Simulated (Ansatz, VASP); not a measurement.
**Cu3O2 in VASP and in Ansatz**

```
Cu O
1.0
    -2.02298    2.02298    3.67362
     2.02298   -2.02298    3.67362
     2.02298    2.02298   -3.67362
Cu O
3 2
Direct
  0.00000 0.00000 0.00000
  0.75000 0.25000 0.50000
  0.25000 0.75000 0.50000
  0.50000 0.00000 0.50000
  0.00000 0.50000 0.50000
```

The cell comes from a database or a generator and needn't be the stable form of this composition.

Alike in both runs: task single point; functional PBEsol; k mesh 9 × 9 × 9; occupations fermi-dirac, width 0.05 eV; no spin polarisation.

```csv
,VASP,Ansatz
version,VASP 6.6.1,Ansatz 0.2.0
potentials or method,"VASP PAW PBE potentials, release 64 (Cu, O)",Ansatz PAW
plane-wave cutoff (eV),520,420
valence electrons in the cell,45,69
```

|  | VASP | Ansatz | Ansatz less VASP |
| --- | --- | --- | --- |
| gap on the k mesh at the Fermi level (eV) | none | none | - |
| pressure (GPa) | -5.4 | -6.2 | -0.77 |
| largest component of the traceless stress (GPa) | 2.03 | 2.78 | +0.748 |

A gap of «none» marks a metal or a gap that the smearing closes. The two sets of potentials don't hold the same shells in valence.

Caveats: an odd number of electrons without spin polarisation forces a metal; a magnetic or distorted state may lie lower; the run has no spin polarisation, though such a crystal can be magnetic; semilocal functionals often make such compounds metallic where correlation or magnetic order opens a gap, which also shifts bond lengths; the PAW data sets were made with another functional, which shifts forces and pressure a little (VASP); the pressure holds a Pulay correction of +0.5 GPa for the finite cutoff (Ansatz); the PAW data sets come from PBE, with cores solved anew for the run's functional, which leaves a small shift of forces and pressure (Ansatz). With open d or f shells a metallic result of PBEsol can be an artefact of self-interaction; +U or a hybrid may open a gap.
